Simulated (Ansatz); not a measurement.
This Ansatz (an electronic-structure program) input is the reference run, BeO in the wurtzite structure (space group P6_3mc, No. 186), computed with r2SCAN in Ansatz (plane waves to 500 eV, PAW, no spin-orbit coupling):

Ansatz 0.2 input:
```yaml
crystal:
  lattice:
    - [2.6904874919, 0, 0]
    - [-1.345243746, 2.3300305166, 0]
    - [0, 0, 4.3698823758]
  atoms:
    - { symbol: Be, position: [0.6666666667, 0.3333333333, 0.0014488758] }
    - { symbol: Be, position: [0.3333333333, 0.6666666667, 0.5014488758] }
    - { symbol: O, position: [0.6666666667, 0.3333333333, 0.6237511242] }
    - { symbol: O, position: [0.3333333333, 0.6666666667, 0.1237511242] }
basis: { ecutwfc: 500, ecutrho_ratio: 4, xc_grid: 4, fft_grid_basis: typed }
kpoints: { mp_grid: { grid: [14, 14, 8] } }
hamiltonian:
  xc: r2scan
  dispersion: none
  pseudopotentials: { kind: paw }
scf: { occupations: { method: fermi_dirac, width: 0.05 }, convergence: { dr2_threshold: 0.0000000004 } }
output: { forces: true, stress: true }
checkpoint: { write: state.ck, write_every: 1000 }
```

Problem. Write the input for this change: an isotropic linear strain of −2.21 %, atoms relaxed at fixed cell.

Solution. 
Ansatz 0.2 input:
```yaml
crystal:
  lattice:
    - [2.6310277184, 0, 0]
    - [-1.3155138592, 2.2785368421, 0]
    - [0, 0, 4.2733079753]
  atoms:
    - { symbol: Be, position: [0.6666666667, 0.3333333333, 0.0014488758] }
    - { symbol: Be, position: [0.3333333333, 0.6666666667, 0.5014488758] }
    - { symbol: O, position: [0.6666666667, 0.3333333333, 0.6237511242] }
    - { symbol: O, position: [0.3333333333, 0.6666666667, 0.1237511242] }
basis: { ecutwfc: 500, ecutrho_ratio: 4, xc_grid: 4, fft_grid_basis: typed }
kpoints: { mp_grid: { grid: [14, 14, 8] } }
hamiltonian:
  xc: r2scan
  dispersion: none
  pseudopotentials: { kind: paw }
scf: { occupations: { method: fermi_dirac, width: 0.05 }, convergence: { dr2_threshold: 0.0000000004 } }
relax: { f_tol: 0.005, max_steps: 50 }
output: { forces: true, stress: true }
checkpoint: { write: state.ck, write_every: 1000 }
```
This is the input that was run.

Whether these cells are dynamically stable was not tested.
